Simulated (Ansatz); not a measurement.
**Mg3Sb2: the relaxed cell by functional**

The starting cell is an entry of the Crystallography Open Database (1933):

```
CELL_PARAMETERS angstrom
4.58200 0.00000 0.00000
-2.29100 3.96813 0.00000
0.00000 0.00000 7.24400
ATOMIC_POSITIONS crystal
Mg 0.33333 0.66667 0.63000
Mg 0.66667 0.33333 0.37000
Mg 0.00000 0.00000 0.00000
Sb 0.33333 0.66667 0.23500
Sb 0.66667 0.33333 0.76500
```

Atoms and cell were relaxed at zero pressure with plane-wave PAW DFT (Ansatz 0.2.0; one set of PAW datasets, made under PBE, for all functionals; 420 eV, r2SCAN 500 eV; 6×6×4 Γ-centred mesh, fermi-dirac occupations of width 0.020 eV; no spin polarisation, no spin-orbit coupling, no dispersion correction), keeping the symmetry (P-3m1, No. 164).

Problem. Which functional gives the smallest cell, and how wide is the spread?

Solution. The relaxed conventional cells:

```tsv
functional	a (Å)	c (Å)	volume (Å³/atom)	formation energy (eV/atom)
LDA	4.502	7.106	24.95	-0.404
PBEsol	4.555	7.173	25.78	-0.381
PBE	4.598	7.264	26.60	-0.377
r2SCAN	4.572	7.245	26.22	-0.494
the entry	4.582	7.244	26.34	–
```

LDA gives the smallest volume and PBE the largest, 6.6 % more, the usual order, since LDA overbinds and PBE's gradient terms loosen the lattice. Against the entry's volume: LDA -5.3 %, PBEsol -2.2 %, PBE +1.0 %, r2SCAN -0.4 %. No verdict is drawn from this: the entry is old or was flagged in a check, so the entry may be off as well as the functionals. The formation energies span 0.12 eV an atom, lowest under r2SCAN.

Caveats: each relaxation keeps the start's symmetry, so a distorted cell may lie lower; computed cells are at 0 K with fixed nuclei, while the entry holds thermal expansion, often some tenths of a per cent in volume and more in soft crystals; an old entry, and the compound itself may be in doubt; formation energies are at zero smearing against the elements' usual phases under the same functional, gases as free molecules, uncorrected.
